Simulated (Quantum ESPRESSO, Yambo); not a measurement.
# CuI (Marshite): G0W0 with Yambo, start to end, part 2 of 3

Wanted: ground state, empty states, screening and self-energy for CuI (Marshite).

Quantum ESPRESSO 7.5 and Yambo 5.3.0; PBE and many-body steps on it, plane waves. Known limits of the many-body steps: not at the basis limit; d shell near the gap, gap tends to lie low; no spin-orbit coupling.

So far. Step 2 (Ground state): The gap is direct, at Γ. Step 3 (Bands along the symmetry lines): The gap is 1.096 eV, as in the run before at this level.

The database entry behind the starting cell differs from later determinations by our own check (about 0.15 % long (mineral sample)), so it need not match the best structure at ambient conditions.

In doubt: a PseudoDojo file used here is known to give poor structures and forces, which bears on pressures, cells, forces and phonons.

### 4. Empty states on the mesh, 4×4×4 mesh, 148 bands

Level of this step: DFT, PBE, plane waves, norm-conserving pseudopotentials (Quantum ESPRESSO).

The sums over transitions need many empty states on a uniform mesh; this step solves for them.

Contents of pw.in:

```
&control
  calculation = 'nscf'
  prefix = 'x'
  outdir = 'o'
  pseudo_dir = 'pseudo'
/
&system
  ibrav = 0
  nat = 2
  ntyp = 2
  ecutwfc = 84.0
  nbnd = 148
  force_symmorphic = .true.
/
&electrons
  conv_thr = 1e-9
  electron_maxstep = 80
  diago_full_acc = .true.
  diago_thr_init = 5e-6
/
ATOMIC_SPECIES
  Cu 63.546 Cu.upf
  I 126.9 I.upf
CELL_PARAMETERS angstrom
  0.0000000000 3.0315000000 3.0315000000
  3.0315000000 0.0000000000 3.0315000000
  3.0315000000 3.0315000000 0.0000000000
ATOMIC_POSITIONS crystal
  Cu 0.2500000000 0.2500000000 0.2500000000
  I 0.0000000000 0.0000000000 0.0000000000
K_POINTS automatic
  4 4 4 0 0 0
```

Command:

```console
> OMP_NUM_THREADS=1 mpirun -n 8 pw.x -nk 4 -in pw.in > pw.out
```

Log:

```text
[banner, memory and clock lines left out]
Program PWSCF v.7.5 starts

     Atomic positions and unit cell read from directory:
     o/x.save/

     Message from routine setup:
     using ibrav=0 with symmetry is DISCOURAGED, use correct ibrav instead

     bravais-lattice index     =            0
     lattice parameter (alat)  =       8.1016  a.u.
     unit-cell volume          =     376.0099 (a.u.)^3
     number of atoms/cell      =            2
     number of atomic types    =            2
     number of electrons       =        44.00
     number of Kohn-Sham states=          148
     kinetic-energy cutoff     =      84.0000  Ry
     charge density cutoff     =     336.0000  Ry
     Exchange-correlation= PBE
                           (   1   4   3   4   0   0   0)

     celldm(1)=   8.101612  celldm(2)=   0.000000  celldm(3)=   0.000000
     celldm(4)=   0.000000  celldm(5)=   0.000000  celldm(6)=   0.000000

     crystal axes: (cart. coord. in units of alat)
               a(1) = (   0.000000   0.707107   0.707107 )
               a(2) = (   0.707107   0.000000   0.707107 )
               a(3) = (   0.707107   0.707107   0.000000 )

     reciprocal axes: (cart. coord. in units 2 pi/alat)
               b(1) = ( -0.707107  0.707107  0.707107 )
               b(2) = (  0.707107 -0.707107  0.707107 )
               b(3) = (  0.707107  0.707107 -0.707107 )
     Pseudo is Norm-conserving + core correction, Zval = 19.0
     Generated using ONCVPSP code by D. R. Hamann
     Using radial grid of 1492 points,  6 beta functions with:
     Pseudo is Norm-conserving + core correction, Zval = 25.0
     Generated using ONCVPSP code by D. R. Hamann
     Using radial grid of 1188 points,  8 beta functions with:
     Cu               19.00    63.54600     Cu( 1.00)
     I                25.00   126.90000     I ( 1.00)

     24 Sym. Ops. (no inversion) found

   Cartesian axes

     site n.     atom                  positions (alat units)
         1        Cu     tau(   1) = (   0.3535534   0.3535534   0.3535534  )
         2        I      tau(   2) = (   0.0000000   0.0000000   0.0000000  )

     number of k points=     8
                       cart. coord. in units 2pi/alat
        k(    1) = (   0.0000000   0.0000000   0.0000000), wk =   0.0312500
        k(    2) = (   0.1767767   0.1767767  -0.1767767), wk =   0.2500000
        k(    3) = (  -0.3535534  -0.3535534   0.3535534), wk =   0.1250000
[...]
k(    7) = (  -0.7071068   0.0000000   0.0000000), wk =   0.0937500
        k(    8) = (  -0.7071068   0.3535534   0.0000000), wk =   0.1875000

     Dense  grid:    39189 G-vectors     FFT dimensions: (  48,  48,  48)

     The potential is recalculated from file :
     o/x.save/charge-density

     Starting wfcs are   23 randomized atomic wfcs +  125 random wfcs

     Band Structure Calculation

     End of band structure calculation

          k = 0.0000 0.0000 0.0000 (  4909 PWs)   bands (ev):

  -167.0560-113.9828-113.9828-113.9828-102.3482 -59.7749 -59.7749 -59.7749
   -36.5976 -36.5976 -36.5952 -36.5952 -36.5952  -4.8943   5.5003   5.5003
     5.5003   7.3186   7.3186   9.1591   9.1591   9.1591  10.2556  14.0271
    14.0271  14.0271  17.2831  18.8735  18.8735  19.9487  19.9487  19.9487
[...]
[... 7 further rows ...]
[...]
98.2459  98.2459  98.9264  98.9264

          k = 0.1768 0.1768-0.1768 (  4873 PWs)   bands (ev):

  -167.0560-113.9828-113.9828-113.9828-102.3482 -59.7748 -59.7748 -59.7748
[...]
[... 7 further rows ...]
[...]
97.3014  97.8712  98.1961  98.1961

          k =-0.3536-0.3536 0.3536 (  4910 PWs)   bands (ev):

  -167.0560-113.9828-113.9828-113.9828-102.3482 -59.7749 -59.7748 -59.7748
[...]
56.0990  57.0435  57.0435  57.2285  60.2286  60.2286  60.8490  60.8490
     [... 7 further rows ...]
    94.3817  94.3817  94.4709  95.4724  95.4724  95.9094  96.2573  96.2573
    97.2739  98.6976  98.6976  99.4342

          k = 0.3536 0.0000 0.0000 (  4865 PWs)   bands (ev):

     [... further k-points ...]

     highest occupied, lowest unoccupied level (ev):     9.1591   10.2556

     XML data file, pseudopotentials, collected wavefunctions
```

Wall time 7 s (8 MPI ranks of AMD EPYC 7B13 (Zen 3), shared host); peak memory 0.69 GiB; 54 s of CPU time.

This step gave:

- gap: 1.096 eV
- k of the valence top: 0, 0, 0
- k of the conduction bottom: 0, 0, 0
- least direct gap: 1.096 eV
- k points computed: 8
- lowest point of the top converged band, above the valence top: 86.6450 eV

On this mesh the gap is 1.096 eV.

### 5. Conversion and set-up

This step: Yambo 5.3.0; conversion and set-up on PBE, plane waves, norm-conserving pseudopotentials.

The states are converted to the many-body program's format and the q mesh is built.

Command:

```console
> (cd o/x.save; p2y > p2y.log; mv SAVE ../..); yambo > setup.log
```

Log:

```text
 Yambo, version 5.3.0

 [02] CORE Variables Setup
 =========================

  [02.01] Unit cells
  ==================

  Cell kind             :  FCC
  Atoms in the cell     :  Cu  I
  number of Cu atoms    :  1
  number of I  atoms    :  1

  List of atomic masses
  Mass of Cu    :  63.54600
  Mass of I     :  126.9000

  List of atomic coordinates    : [cc]
  Cu1       :  2.864352  2.864352  2.864352  order 1
  I1       :  0.000000  0.000000  0.000000  order 2

  Alat factors          :  5.728705  5.728705  5.728705 [a.u.]
  Direct lattice volume :  376.0099 [a.u.]
  Direct lattice vectors:  A[ 1 ]  A[ 2 ]  A[ 3 ]
   A[ 1 ]:  0.000000  1.000000  1.000000  [iru]
   0.000000  5.728705  5.728705  [cc]
   A[ 2 ]:  1.000000  0.000000  1.000000  [iru]
   5.728705  0.000000  5.728705  [cc]
   A[ 3 ]:  1.000000  1.000000  0.000000  [iru]
   5.728705  5.728705  0.000000  [cc]

  Recip. lattice volume :  0.659691 [a.u.]
  Recip. lattice vectors:  B[ 1 ]  B[ 2 ]  B[ 3 ]
   B[ 1 ]: -0.500000  0.500000  0.500000  [iku]
  -0.548395  0.548395  0.548395  [cc]
   B[ 2 ]:  0.500000 -0.500000  0.500000  [iku]
   0.548395 -0.548395  0.548395  [cc]
   B[ 3 ]:  0.500000  0.500000 -0.500000  [iku]
   0.548395  0.548395 -0.548395  [cc]

  [02.02] Symmetries
  ==================

  Inversion symmetry    : yes
  Spatial inversion     : no
  Inversion index       :  25
  K-space Time-reversal : yes
  Magnetic symmetries   : no
  Time-reversal derived K-space symmetries:   25   48
  Group table correct   : yes
  Symmetries units      :  [cc]

   [S  1]:   1.0000     -0.38050E-17 -0.38050E-17 -0.38050E-17   1.0000      0.38050E-17  0.38050E-17  0.38050E-17   1.0000
   [S  2]:  -1.0000      0.38050E-17 -0.38050E-17  0.38050E-17  -1.0000      0.38050E-17 -0.38050E-17 -0.38050E-17   1.0000
   [S  3]:  -1.0000     -0.38050E-17  0.38050E-17  0.38050E-17   1.0000     -0.38050E-17 -0.38050E-17  0.38050E-17  -1.0000
[...]
[S  9]: -0.38050E-17   1.0000     -0.38050E-17  0.38050E-17 -0.38050E-17   1.0000       1.0000      0.38050E-17  0.38050E-17
   [S 10]: -0.38050E-17  -1.0000      0.38050E-17  0.38050E-17  0.38050E-17  -1.0000       1.0000     -0.38050E-17 -0.38050E-17
     [... 36 further rows ...]
   [S*47]:   1.0000     -0.38050E-17  0.38050E-17 -0.38050E-17  0.38050E-17  -1.0000      0.38050E-17   1.0000     -0.38050E-17
   [S*48]:   1.0000      0.38050E-17 -0.38050E-17 -0.38050E-17 -0.38050E-17   1.0000      0.38050E-17  -1.0000      0.38050E-17

  [02.03] Reciprocal space
  ========================

  nG shells         :   375
  nG charge         :   39189
  nG WFs            :   5904
  nC WFs            :   4916
  G-vecs. in first 37 shells:  [ Number ]
     1    9   15   27   51   59   65   89  113
    137   169   181   229   259   283   307   331   339
    387   411   459   531   537   561   609   645   701
[...]
1139
  ...
[...]
K/Q-points units:
  rlu = crystal or reduced units; cc = cartesian coordinates; iku = interal k-units

  K [1]          [rlu]:  0.000000  0.000000  0.000000
         WF components:   4909
  K [2]          [rlu]:  0.67262E-17  0.67262E-17  0.25000
         WF components:   4873
  K [3]          [rlu]: -0.13452E-16 -0.13452E-16 -0.50000
         WF components:   4910
  K [4]          [rlu]:  0.36222E-17  0.25000      0.25000
         WF components:   4865
  K [5]          [rlu]:  0.75770E-17  0.25000     -0.50000
         WF components:   4893
  [... 2 further k-points ...]
  K [8]          [rlu]:  0.250000 -0.500000 -0.250000
         WF components:   4916

  [02.05] Energies & Occupations
  ==============================

  [X] === General ===
  [X] Electronic Temperature                        :  0.000000  0.000000 [eV K]
  [X] Bosonic    Temperature                        :  0.000000  0.000000 [eV K]
  [X] Finite Temperature mode                       : no
  [X] El. density                                   :  0.78968E+24 [cm-3]
  [X] Fermi Level                                   :  9.159120 [eV]

  [X] === Gaps and Widths ===
  [X] Conduction Band Min                           :  1.096435 [eV]
  [X] Valence Band Max                              :  0.000000 [eV]
  [X] Filled Bands                                  :  22
  [X] Empty Bands                                   :   23  148
  [X] Direct Gap                                    :  1.096435 [eV]
  [X] Direct Gap localized at k                     :  1
  [X] Indirect Gap                                  :  1.096435 [eV]
  [X] Indirect Gap between kpts                     :  1  1
  [X] Last valence band width                       :  1.487451 [eV]
  [X] 1st conduction band width                     :  3.372477 [eV]

  E @ K [1]:  [eV]
  -176.2151 -123.1420 -123.1420 -123.1420 -111.5073  -68.9340  -68.9340  -68.9340
  -45.75668 -45.75668 -45.75436 -45.75436 -45.75436 -14.05339  -3.65882  -3.65882
   -3.65882     -1.84051     -1.84051    -0.212613E-7 -0.205923E-7   0.00000      1.09644      4.86798
[...]
occ @ K [1]
[...]
E @ K [2]:  [eV]
[...]
occ @ K [2]
[...]
E @ K [3]:  [eV]
[...]
occ @ K [3]
[...]
E @ K [4]:  [eV]
[...]
occ @ K [4]
[...]
E @ K [5]:  [eV]
[...]
occ @ K [5]
[...]
[... 2 further k-points ...]
  E @ K [8]:  [eV]
[...]
occ @ K [8]
[...]
0.000000  0.000000  0.000000  0.000000  0.000000  0.000000  0.000000  0.000000
   0.000000  0.000000  0.000000  0.000000  0.000000  0.000000  0.000000  0.000000

 [03] Transferred momenta grid and indexing
 ==========================================

 IBZ Q-points                                      :   8
 BZ  Q-points                                      :   64

 K/Q-points units:
 rlu = crystal or reduced units; cc = cartesian coordinates; iku = interal k-units

 Q [1]          [rlu]:  0.000000  0.000000  0.000000
 Q [2]          [rlu]:  0.42768E-17  0.42768E-17  0.25000
 Q [3]          [rlu]: -0.85536E-17 -0.85536E-17 -0.50000
[...]
Q [7]          [rlu]: -0.72444E-17 -0.50000     -0.50000
 Q [8]          [rlu]:  0.250000 -0.500000 -0.250000

  [03.01] X indexes
  =================

   [03.01.01] Sigma indexes
   ========================

 [06] Game Over & Game summary
```

The job ended after 3.5 s (1 MPI rank; peak memory 0.25 GiB).

(Part 2 of 3 ends here.)

[Paths, hosts, dates, memory and timing lines, banners, echoed tables and standing remarks are left out of the program output.]

[Logs are printed without paths, hosts, clocks, repeated set-up lines and the standing remarks that a program may print on its own settings, such as how far it seeks lower states.]

[Runs of the session that timed out or met a known fault of the program may be left out.]

[Hosts, paths, dates, database ids (printed as entryN), source tags and the programs' standing remarks are cut or masked in the printed files.]
